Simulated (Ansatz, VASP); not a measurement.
BiS in VASP and in Ansatz

```
CELL_PARAMETERS angstrom
-3.51254 3.51254 3.51211
3.51254 -3.51254 3.51211
3.51254 3.51254 -3.51211
ATOMIC_POSITIONS crystal
Bi 0.25000 0.25000 0.00000
Bi 0.75000 0.75000 0.00000
Bi 0.75000 0.25000 0.50000
Bi 0.25000 0.75000 0.50000
S 0.74999 0.24999 0.99999
S 0.24999 0.25001 0.50000
S 0.25001 0.75001 0.00001
S 0.75001 0.74999 0.50000
```

Alike in both runs: functional PBE; k mesh 6 × 6 × 6; no spin polarisation.

Ansatz relaxed the structure, and its values are those at the end. VASP's run is a single point on that final structure, the one shown.

```csv
,VASP,Ansatz
version,VASP 6.6.1,Ansatz 0.2.0
potentials or method,"VASP PAW PBE potentials, release 64 (Bi_d, S)",PAW plane waves
plane-wave cutoff (eV),520,420
occupations,"fermi-dirac, width 0.1 eV",fermi-dirac
valence electrons in the cell,84,84
```

```csv
,VASP,Ansatz,Ansatz less VASP
pressure (GPa),4.9,5.0,+0.08
```
